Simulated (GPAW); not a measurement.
# TePt (F-43m) in GPAW: convergence with k mesh

Aim: find how far k mesh must go before the results for TePt settle, at LDA. This setting moves, with any that are tied to it; all else stays.

Everything below comes from runs of GPAW 26.7.0. Logs are shortened: lines on timing, memory, paths and dates and some standing lists are left out, and cuts for length are marked. The log counts tension as positive stress, the text compression.

### 1 Starting point

Symmetry: F-43m, No. 216, cubic system. Conventional cell: a = 6.490 Å, b = 6.490 Å, c = 6.490 Å, α = 90.00°, β = 90.00°, γ = 90.00°. Around Pt (site symmetry -43m) lie 4 Te at 2.81 Å. Te (site symmetry -43m) is surrounded by 4 Pt at 2.81 Å.

Measurements of this composition are mostly on another form, of space group No. 166.

### 2 With k mesh 2 × 2 × 2

The input, run.py:

```python
from ase import Atoms
from ase.dft.bandgap import bandgap
from ase.io import write
from ase.units import GPa
from gpaw import GPAW, PW

atoms = Atoms(['Pt', 'Te'],
              cell=[[0.0, 3.24504255, 3.24504255],
                    [3.24504255, 0.0, 3.24504255],
                    [3.24504255, 3.24504255, 0.0]],
              scaled_positions=[[0.0, 0.0, 0.0],
                                [0.25, 0.25, 0.25]],
              pbc=True)

calc = GPAW(mode=PW(600),
            xc='LDA',
            kpts={'size': (2, 2, 2), 'gamma': True},
            occupations={'name': 'fermi-dirac', 'width': 0.05},
            nbands=22,
            convergence={'density': 1e-05, 'energy': 1e-05},
            maxiter=100,
            txt='gpaw.txt')
atoms.calc = calc
energy = atoms.get_potential_energy()
forces = atoms.get_forces()
stress = atoms.get_stress()
calc.write('gs.gpw')
write('result.traj', atoms)
print(f'Energy: {energy:.6f} eV')
print('Forces (eV/A):')
print(forces.round(4))
print('Stress (GPa):', (stress / GPa).round(3))
print('Fermi level:', round(calc.get_fermi_level(), 4), 'eV')
print(f'Gap: {bandgap(calc)[0]:.4f} eV, direct: {bandgap(calc, direct=True)[0]:.4f} eV')
```

Potentials or basis: the program's PAW data sets (release 1.2.1) made for this functional, pw.

Command:

```sh
> OMP_NUM_THREADS=1 python run.py
```

It took 5 s on 1 thread of Arm Neoverse V1, shared host; peak memory 0.15 GiB.

Results:

| Quantity | Value |
| --- | --- |
| Free energy | -10.7009 eV |
| Pressure | -15.4 GPa |
| Band gap on the k mesh | none (metal or under the smearing width) |

### 3 With k mesh 3 × 3 × 3

run.py, as its differences from that of step 2:

```diff
@@ -16,3 +16,3 @@
             xc='LDA',
-            kpts={'size': (2, 2, 2), 'gamma': True},
+            kpts={'size': (3, 3, 3), 'gamma': True},
             occupations={'name': 'fermi-dirac', 'width': 0.05},
```

Potentials or basis: the program's PAW data sets (release 1.2.1) made for this functional, pw.

Command:

```sh
> OMP_NUM_THREADS=1 python run.py
```

It took 5.9 s on 1 thread of Arm Neoverse V1, shared host; peak memory 0.15 GiB.

Results:

| Item | Value |
| --- | --- |
| Free energy | -10.8650 eV |
| Pressure | -14.8 GPa |
| Band gap on the k mesh | none (metal or under the smearing width) |

### 4 With k mesh 4 × 4 × 4

run.py, as its differences from that of step 3:

```diff
@@ -16,3 +16,3 @@
             xc='LDA',
-            kpts={'size': (3, 3, 3), 'gamma': True},
+            kpts={'size': (4, 4, 4), 'gamma': True},
             occupations={'name': 'fermi-dirac', 'width': 0.05},
```

Command:

```sh
> OMP_NUM_THREADS=1 python run.py
```

Run time: 9.9 s. Hardware: 1 thread of Arm Neoverse V1, shared host; peak memory 0.15 GiB.

Results (log left out):

| Quantity | Value |
| --- | --- |
| Free energy | -10.8553 eV |
| Pressure | -14.4 GPa |
| Band gap on the k mesh | none (metal or under the smearing width) |

### 5 With k mesh 5 × 5 × 5

run.py, as its differences from that of step 4:

```diff
@@ -16,3 +16,3 @@
             xc='LDA',
-            kpts={'size': (4, 4, 4), 'gamma': True},
+            kpts={'size': (5, 5, 5), 'gamma': True},
             occupations={'name': 'fermi-dirac', 'width': 0.05},
```

Command:

```sh
> OMP_NUM_THREADS=1 python run.py
```

It took 12 s on 1 thread of Arm Neoverse V1, shared host; peak memory 0.15 GiB.

It converged, with:

* Free energy: -10.7956 eV
* Pressure: -14.3 GPa
* Band gap on the k mesh: none (metal or under the smearing width)

### 6 With k mesh 6 × 6 × 6

run.py, as its differences from that of step 5:

```diff
@@ -16,3 +16,3 @@
             xc='LDA',
-            kpts={'size': (5, 5, 5), 'gamma': True},
+            kpts={'size': (6, 6, 6), 'gamma': True},
             occupations={'name': 'fermi-dirac', 'width': 0.05},
```

Potentials or basis: the program's PAW data sets (release 1.2.1) made for this functional, pw.

Command:

```sh
> OMP_NUM_THREADS=1 python run.py
```

Run time: 18 s. Hardware: 1 thread of Arm Neoverse V1, shared host; peak memory 0.16 GiB.

It converged, with:

```
Free energy            : -10.8198 eV
Pressure               : -14.6 GPa
Band gap on the k mesh : none (metal or under the smearing width)
```

### 7 With k mesh 7 × 7 × 7

run.py, as its differences from that of step 6:

```diff
@@ -16,3 +16,3 @@
             xc='LDA',
-            kpts={'size': (6, 6, 6), 'gamma': True},
+            kpts={'size': (7, 7, 7), 'gamma': True},
             occupations={'name': 'fermi-dirac', 'width': 0.05},
```

Command:

```sh
> OMP_NUM_THREADS=1 python run.py
```

Run time: 22 s. Hardware: 1 thread of Arm Neoverse V1, shared host; peak memory 0.17 GiB.

The run converged. Its results:

* Free energy: -10.8265 eV
* Pressure: -14.7 GPa
* Band gap on the k mesh: none (metal or under the smearing width)

### 8 With k mesh 8 × 8 × 8

run.py, as its differences from that of step 7:

```diff
@@ -16,3 +16,3 @@
             xc='LDA',
-            kpts={'size': (7, 7, 7), 'gamma': True},
+            kpts={'size': (8, 8, 8), 'gamma': True},
             occupations={'name': 'fermi-dirac', 'width': 0.05},
```

Command:

```sh
> OMP_NUM_THREADS=1 python run.py
```

It took 30 s on 1 thread of Arm Neoverse V1, shared host; peak memory 0.18 GiB.

The run converged. Its results:

* Free energy: -10.8218 eV
* Pressure: -14.5 GPa
* Band gap on the k mesh: none (metal or under the smearing width)

### 9 With k mesh 10 × 10 × 10

run.py, as its differences from that of step 8:

```diff
@@ -16,3 +16,3 @@
             xc='LDA',
-            kpts={'size': (8, 8, 8), 'gamma': True},
+            kpts={'size': (10, 10, 10), 'gamma': True},
             occupations={'name': 'fermi-dirac', 'width': 0.05},
```

Potentials or basis: the program's PAW data sets (release 1.2.1) made for this functional, pw.

Command:

```sh
> OMP_NUM_THREADS=1 python run.py
```

gpaw.txt:

```text
__  _  _
 | _ |_)|_||  |
 |__||  | ||/\| - 26.7.0

Input parameters:
  mode=PW(ecut=600.0),
  convergence={'density': 1e-05, 'energy': 1e-05},
  kpts=MonkhorstPack(size=(10, 10, 10), gamma=True),
  maxiter=100,
  nbands=22,
  occupations=Occupations(name='fermi-dirac', width=0.05),
  xc=XC(name='LDA')

Diagonalizing LCAO Hamiltonian
Converting LCAO to pw mode

            Te

       Pt

Atoms  # Å, Bohr magnetons
|   | symbol |        x |        y |        z |    initial magnetic moments |
|---|--------|----------|----------|----------|-----------------------------|
| 0 |     Pt | 0.000000 | 0.000000 | 0.000000 | ( 0.0000,  0.0000,  0.0000) |
| 1 |     Te | 1.622521 | 1.622521 | 1.622521 | ( 0.0000,  0.0000,  0.0000) |

Unit cell  # Å
| periodic |        x |        y |        z |  lengths |    angles |
|----------|----------|----------|----------|----------|-----------|
|      yes | 0.000000 | 3.245043 | 3.245043 | 4.589183 | 60.000000 |
|      yes | 3.245043 | 0.000000 | 3.245043 | 4.589183 | 60.000000 |
|      yes | 3.245043 | 3.245043 | 0.000000 | 4.589183 | 60.000000 |

Number of symmetries: 24
Symmetry operations  # r_c * U_cc + t_c -> r_c
|    | kind |            matrix            |
|----|------|------------------------------|
|  0 |  E   |  1, 0, 0,  0, 1, 0,  0, 0, 1 |
|  1 |  σ   |  1, 0, 0,  0, 0, 1,  0, 1, 0 |
|  2 |  σ   |  1, 0,-1,  0, 1,-1,  0, 0,-1 |
|  3 |  C3  |  1, 0,-1,  0, 0,-1,  0, 1,-1 |
|  4 |  C3  |  1,-1, 0,  0,-1, 1,  0,-1, 0 |
|  5 |  σ   |  1,-1, 0,  0,-1, 0,  0,-1, 1 |
|  6 |  σ   |  0, 1, 0,  1, 0, 0,  0, 0, 1 |
|  7 |  C3  |  0, 1, 0,  0, 0, 1,  1, 0, 0 |
|  8 |  C2  |  0, 1,-1,  1, 0,-1,  0, 0,-1 |
|  9 |  S4  |  0, 1,-1,  0, 0,-1,  1, 0,-1 |
| 10 |  C3  |  0, 0, 1,  1, 0, 0,  0, 1, 0 |
| 11 |  σ   |  0, 0, 1,  0, 1, 0,  1, 0, 0 |
| 12 |  S4  |  0, 0,-1,  1, 0,-1,  0, 1,-1 |
| 13 |  C3  |  0, 0,-1,  0, 1,-1,  1, 0,-1 |
| 14 |  S4  |  0,-1, 1,  1,-1, 0,  0,-1, 0 |
| 15 |  C2  |  0,-1, 1,  0,-1, 0,  1,-1, 0 |
| 16 |  C3  |  0,-1, 0,  1,-1, 0,  0,-1, 1 |
| 17 |  S4  |  0,-1, 0,  0,-1, 1,  1,-1, 0 |
| 18 |  S4  | -1, 1, 0, -1, 0, 1, -1, 0, 0 |
| 19 |  C3  | -1, 1, 0, -1, 0, 0, -1, 0, 1 |
| 20 |  C3  | -1, 0, 1, -1, 1, 0, -1, 0, 0 |
| 21 |  S4  | -1, 0, 1, -1, 0, 0, -1, 1, 0 |
| 22 |  σ   | -1, 0, 0, -1, 1, 0, -1, 0, 1 |
| 23 |  C2  | -1, 0, 0, -1, 0, 1, -1, 1, 0 |

BZ-sampling:
  Number of BZ points: 1000
  Number of IBZ points: 47

  Monkhorst-Pack size: [10, 10, 10]
  Monkhorst-Pack shift: [0.05, 0.05, 0.05]

K-points  # in reciprocal-cell coordinates
|     |                                coordinates |     weight |
|-----|--------------------------------------------|------------|
|   0 | (  0.00000000,   0.00000000,   0.00000000) | 0.00100000 |
|   1 | (  0.10000000,   0.10000000,   0.00000000) | 0.00600000 |
|   2 | (  0.10000000,   0.10000000,   0.10000000) | 0.00800000 |
|   3 | (  0.20000000,   0.10000000,   0.10000000) | 0.01200000 |
|   4 | (  0.20000000,   0.20000000,   0.00000000) | 0.00600000 |
|   5 | (  0.20000000,   0.20000000,   0.10000000) | 0.02400000 |
|   6 | (  0.20000000,   0.20000000,   0.20000000) | 0.00800000 |
|   7 | (  0.30000000,   0.20000000,   0.10000000) | 0.02400000 |
|   8 | (  0.30000000,   0.20000000,   0.20000000) | 0.02400000 |
|   9 | (  0.30000000,   0.30000000,   0.00000000) | 0.00600000 |
| ... |                                            |            |
|  46 | (  0.50000000,   0.50000000,   0.50000000) | 0.00400000 |

Plane wave coefficients: 2301
Cutoff: 600.0 eV

Spin-components: 1 (collinear spins)
Bands:           22
Projectors:      11
Spin-degeneracy: 2
Datatype:        complex128

Parallelization:
  kpt:    1
  domain: 1
  band:   1

Density:
  Valence electrons: 22.0
  Components: 1
  Grid points: [27 27 27]
  Charge: 0.0  # |e|

Potential:
  Grid points: [27 27 27]

species:
  Pt:
    name:    Platinum
    Z:       78.0
    valence: 16
    core:    62
    charge:  0.0  # [|e|]
    compensation charges:
      type: gauss
      rc: 0.41  # [Å]
      lmax: 2
    cutoffs:
      filter: 2.26  # [Å]
      core: 2.26  # [Å]
    projectors
    | kind |    occ | energy [eV] | rcut [Å] |
    |------|--------|-------------|----------|
    |   6s |  1.000 |      -5.930 |    1.307 |
    |   5p |  6.000 |     -56.318 |    1.371 |
    |   6p |  0.000 |      -0.962 |    1.371 |
    |   5d |  9.000 |      -6.387 |    1.307 |
    |    s |        |      21.281 |    1.307 |
    |    d |        |      20.825 |    1.307 |

    Using partial waves for Pt as LCAO basis

  Te:
    name:    Tellurium
    Z:       52.0
    valence: 6
    core:    46
    charge:  0.0  # [|e|]
    compensation charges:
      type: gauss
      rc: 0.36  # [Å]
      lmax: 2
    cutoffs:
      filter: 2.09  # [Å]
      core: 3.17  # [Å]
    projectors
    | kind |    occ | energy [eV] | rcut [Å] |
    |------|--------|-------------|----------|
    |   5s |  2.000 |     -15.337 |    1.180 |
    |   5p |  4.000 |      -6.113 |    1.196 |
    |    s |        |      11.875 |    1.180 |
    |    p |        |      21.098 |    1.196 |
    |    d |        |       0.000 |    1.238 |

    Using partial waves for Te as LCAO basis

Reference energy: -684734.245012  # eV

eigensolver:
  PPCG
  Converge bands: occupied
  niter=2

density mixing:
  MSR1-Mixer
  Pratt-step length: 0.05
  Maximum mixing coefficient: 0.75
  Old densities: 10
  SVD Regularization: 0.005
  Good broyden scale: 1.0
  Trust region scale: 1.0
  Backstep threshold: 4.0
  History deletion threshold: 6.0
  Fourier metric: weight=20.0, sigma=0.015

occupation numbers:
  Fermi-Dirac:
    width: 0.0500  # eV

poisson solver:
  ecut: 4800.0  # eV

xc functional:
  name: None

convergence criteria:
- Maximum integral of absolute [dens]ity change: 1e-05 electrons / valence electron
- Maximum [total energy] change in last 3 cyles: 1e-05 eV / valence electron
- Maximum integral of absolute [eigenst]ate change: 4e-08 eV^2 / valence electron
maximum number of iterations: 100

SCF iterations
|iter     | |      energy | eigst |  dens |
|---------|-|-------------|-------|-------|
|iter:   1| |  -11.051715 | +0.13 |       |
|iter:   2| |  -11.009032 | -2.05 | -1.24 |
|iter:   3| |  -10.825040 | -2.27 | -1.28 |
|iter:   4| |  -10.815091 | -3.27 | -1.84 |
|iter:   5| |  -10.814473 | -4.36 | -2.38 |
|iter:   6| |  -10.814493 | -5.21 | -3.09 |
|iter:   7| |  -10.814472c| -6.06 | -3.33 |
|iter:   8| |  -10.814473c| -7.19 | -4.00 |
|iter:   9| |  -10.814473c| -7.90c| -4.78 |
|iter:  10| |  -10.814473c| -8.35c| -5.26c|

Converged in 10 steps
Energy contributions relative to reference atoms: (reference = -684734.245012)

Energy contributions:
  Kinetic:         -28.097294
  Coulomb:          22.813666
  Zero:             -0.541688
  External:          0.000000
  Xc:               -4.979623
  Entropy:          -0.019066
  Spinorbit:         0.000000
  ----------------------------
  Free energy:     -10.824006
  Extrapolated:    -10.814473

dipole moment: (-26.872977, -26.872977, -26.872977)  # |e|*Ang

Fermi level: 3.379
Eigenvalues  # (at kpt = [0.000, 0.000, 0.000])
| band index |      eig [eV] | occ [0-2] |
|------------|---------------|-----------|
|          0 |       -48.472 |     2.000 |
|          1 |       -48.472 |     2.000 |
|          2 |       -48.472 |     2.000 |
|          3 |        -8.282 |     2.000 |
|          4 |        -0.306 |     2.000 |
|          5 |        -0.306 |     2.000 |
[... 9 lines left out ...]
|         15 |         8.955 |     0.000 |
|         16 |        11.154 |     0.000 |
|        ... |               |           |
|         21 |        14.348 |     0.000 |

No gap
No difference between direct/indirect transitions

Forces  # eV/Ang
|        x |       y |        z |
|----------|---------|----------|
| -0.00000 | 0.00000 | -0.00000 |  # Pt   0
|  0.00000 | 0.00000 |  0.00000 |  # Te   1

Stress tensor  # eV/Ang^3
|         x |         y |         z |
|-----------|-----------|-----------|
|  0.090950 |  0.000000 | -0.000000 |
|  0.000000 |  0.090950 | -0.000000 |
| -0.000000 | -0.000000 |  0.090950 |

# Writing to gs.gpw (mode='')
```

stdout:

```text
Energy: -10.814473 eV
Forces (eV/A):
[[-0.  0. -0.]
 [ 0.  0.  0.]]
Stress (GPa): [14.572 14.572 14.572 -0.    -0.     0.   ]
Fermi level: 3.3794 eV
Gap: 0.0000 eV, direct: 0.0000 eV
```

Run time: 48 s. Hardware: 1 thread of Arm Neoverse V1, shared host; peak memory 0.2 GiB.

What came out:

* Free energy: -10.8240 eV
* Pressure: -14.6 GPa
* Band gap on the k mesh: none (metal or under the smearing width)

### 10 Summary

```
      k mesh  energy less the tightest run, at zero smearing (meV/atom)  pressure (GPa)  SCF cycles  CPU time (s)  peak memory (GiB)
   2 × 2 × 2                                                      73.53          -15.40          10             5               0.15
   3 × 3 × 3                                                     -17.09          -14.77          10           5.9               0.15
   4 × 4 × 4                                                     -13.79          -14.38          10           9.9               0.15
   5 × 5 × 5                                                      15.04          -14.30          10            12               0.15
   6 × 6 × 6                                                       1.65          -14.62          10            18               0.16
   7 × 7 × 7                                                      -1.71          -14.68          10            22               0.17
   8 × 8 × 8                                                       1.54          -14.54          10            30               0.18
10 × 10 × 10                                                       0.00          -14.57          10            48                0.2
```

Against the tightest run, the pressure stays within 0.1 GPa from 8 × 8 × 8 on. Not settled before the last step: the energy (to 1 meV/atom). Meshes of other sizes hit other points, so gaps and Fermi surfaces needn't settle smoothly. The tightest run that finished is the yardstick and may itself not be fully converged.
